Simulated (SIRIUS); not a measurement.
**AlN under changes of volume**

One of the cells (8.590 Å³/atom); the others are scaled copies at fixed shape and fractional positions:

```xyz
2
Lattice="0.0000 2.0480 2.0480 2.0480 0.0000 2.0480 2.0480 2.0480 0.0000" Properties=species:S:1:pos:R:3 pbc="T T T"
Al    2.0480    2.0480    2.0480
N     0.0000    0.0000    0.0000
```

Measurements of this composition are mostly on another form, of space group No. 186.

| Property | Result |
| --- | --- |
| Program | SIRIUS 7.12.0 |
| Functional | PBE |
| Potentials or basis | all-electron FP-LAPW |
| Cutoff | 289 eV |
| Basis | apw+lo standard |
| k mesh | 11 × 11 × 11 |
| Occupations | fermi-dirac, width 0.05 eV |
| Spin | no spin polarisation |

```csv
volume (Å³/atom),energy over the lowest point (meV/atom),gap on the mesh (eV)
7.916,?,?
8.085,9.37,4.97
8.253,0.57,4.77
8.590,0.00,4.39
8.758,7.16,4.21
8.927,18.60,4.04
```

Q: What does the run at 7.916 Å³/atom give?

A: Energy over the lowest point 24.65 meV/atom; gap on the mesh 5.18 eV.

Worked out: A Birch-Murnaghan fit of order 3 (a polynomial in V^(-2/3)) to the other rows has its minimum at 8.43 Å³/atom with B0 = V·E''(V) = 251 GPa and B' = 4.4. It gives 24.85 meV/atom at 7.916 Å³/atom, against the run's 24.65. A straight line through the other rows of the gap, of slope -9.41 eV per unit of ln V, extrapolates to 5.16 eV, against the run's 5.18.

Energies are extrapolated to zero smearing.

Caveats: an odd mesh through Γ misses points on the zone boundary, where band edges often lie.
